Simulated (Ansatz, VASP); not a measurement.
## Two plane-wave programs on Al

File INCAR:

```
SYSTEM = Al
  PREC = Accurate
  ENCUT = 600
  EDIFF = 1E-7
  ISMEAR = -1
  SIGMA = 0.05
  LREAL = .False.
  LASPH = .True.
  NELM = 80
  ALGO = Normal
  ISIF = 3
  LWAVE = .False.
  LCHARG = .False.
  GGA = PS
  IVDW = 13
  IBRION = 2
  NSW = 60
  EDIFFG = -0.01
```

Contents of KPOINTS:

```
Automatic mesh
0
Gamma
  12 12 12
  0 0 0
```

POSCAR

```
Al
1.0
   -1.5912186900      1.5912186900      1.5912186900
    1.5912186900     -1.5912186900      1.5912186900
    1.5912186900      1.5912186900     -1.5912186900
Al
1
Direct
    0.0000000000      0.0000000000      0.0000000000
```

Contents of input.yaml:

```yaml
crystal:
  lattice:
    - [-1.59121869, 1.59121869, 1.59121869]
    - [1.59121869, -1.59121869, 1.59121869]
    - [1.59121869, 1.59121869, -1.59121869]
  atoms:
    - { symbol: Al, position: [0.0, 0.0, 0.0] }
hamiltonian:
  xc: pbesol
  pseudopotentials: { kind: paw }
  dispersion: d4
kpoints:
  mp_grid: { grid: [12, 12, 12] }
scf:
  occupations: { method: fermi_dirac, width: 0.05 }
output:
  forces: true
  stress: true
  eigenvalues: true
  write_density: true
  write_potential: true
  elf: true
  volumetric_format: npy
relax:
  f_tol: 0.01
  max_steps: 40
  cell: { stress_tol: 0.05 }
```

This isn't the form of Al at room conditions, which is fcc.

Alike in both runs: task relaxation of cell and atoms; functional PBEsol; dispersion D4; k mesh 12 × 12 × 12; occupations fermi-dirac, width 0.05 eV; no spin polarisation.

```csv
,VASP,Ansatz
version,VASP 6.6.1,Ansatz 0.2.0
potentials or method,"VASP PAW PBE potentials, release 64 (Al)",Ansatz PAW
plane-wave cutoff (eV),600,420
valence electrons in the cell,3,3
```

|  | VASP | Ansatz | Ansatz less VASP |
| --- | --- | --- | --- |
| gap on the k mesh at the Fermi level, each at its own relaxed structure (eV) | none | none | - |
| relaxed volume (Å³/atom) | 16.21 | 16.18 | -0.027 |
| relaxed cell length with the largest relative difference (Å) | 2.761 | 2.760 | -0.0015 |

A gap of «none» marks a metal or a gap that the smearing closes.

Caveats: pairwise dispersion overbinds metals, which lowers pressure and volume; the PAW data sets were made with another functional, which shifts forces and pressure a little (VASP); the plane-wave basis is chosen anew once the cell has moved, so the energies of steps on either side of that aren't comparable (Ansatz); the PAW data sets come from PBE, with cores solved anew for the run's functional, which leaves a small shift of forces and pressure (Ansatz).
